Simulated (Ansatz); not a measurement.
# Si: the cost of one run

Program: Ansatz 0.2.0. Level of theory: DFT PBE, scalar-relativistic, plane waves, PAW. These are calculated values, not measurements.

### 1 The system as given

It takes space group P-6m2 (No. 187, hexagonal). The conventional cell has a = 3.831 Å, b = 3.831 Å, c = 28.297 Å, α = 90.00°, β = 90.00°, γ = 120.00°. Si (site symmetry 3m) is surrounded by 3 Si at 2.35 Å. Si (site symmetry 3m) is surrounded by 4 Si at 2.35 to 2.37 Å.

Coordinates:

```
Si
1.0
     3.83132    0.00000    0.00000
    -1.91566    3.31802    0.00000
     0.00000    0.00000   28.29696
Si
8
Direct
  0.66667 0.33333 0.31806
  0.33333 0.66667 0.34626
  0.33333 0.66667 0.42995
  0.66667 0.33333 0.45815
  0.66667 0.33333 0.54185
  0.33333 0.66667 0.57005
  0.33333 0.66667 0.65374
  0.66667 0.33333 0.68194
```

Slab cut from the bulk at the bulk's listed lattice constants, lower half held.

### 2 Relaxing the atoms

File input.yaml:

```yaml
crystal:
  lattice:
    - [3.83131746, 0.0, 0.0]
    - [-1.91565873, 3.31801825, 0.0]
    - [0.0, 0.0, 28.2969634412]
  atoms:
    - { symbol: Si, position: [0.66666667, 0.33333334, 0.3180553284] }
    - { symbol: Si, position: [0.33333333, 0.66666666, 0.3462573186] }
    - { symbol: Si, position: [0.33333333, 0.66666666, 0.4299511094] }
    - { symbol: Si, position: [0.66666667, 0.33333334, 0.4581530996] }
    - { symbol: Si, position: [0.66666667, 0.33333334, 0.5418469004] }
    - { symbol: Si, position: [0.33333333, 0.66666666, 0.5700488906] }
    - { symbol: Si, position: [0.33333333, 0.66666666, 0.6537426814] }
    - { symbol: Si, position: [0.66666667, 0.33333334, 0.6819446716] }
basis:
  ecutwfc: 420.0
  fft_grid_basis: typed
kpoints:
  mp_grid: { grid: [9, 9, 1] }
hamiltonian:
  xc: pbe
scf:
  occupations: { method: gaussian, width: 0.1 }
output:
  forces: true
  eigenvalues: true
efield:
  axis: 3
  dipole_correction: true
  ramp_width: 0.04
relax:
  adjacent_minimum: "off"
  f_tol: 0.04
  max_steps: 40
  constraints: [{ sites: [0, 1, 2, 3] }]
```

On the command line:

```console
$ ansatz run input.yaml --threads 1 --pin off --max-ram 2211MiB --backend cpu --events-out ev --progress --plain --runs-dir out
```

**Question.** How long does this run take on 1 thread of Intel Xeon Platinum 8375C at 2.90GHz (Ice Lake), shared host, and how much memory does it need?

About 37 s, with a peak of 0.51 GiB.
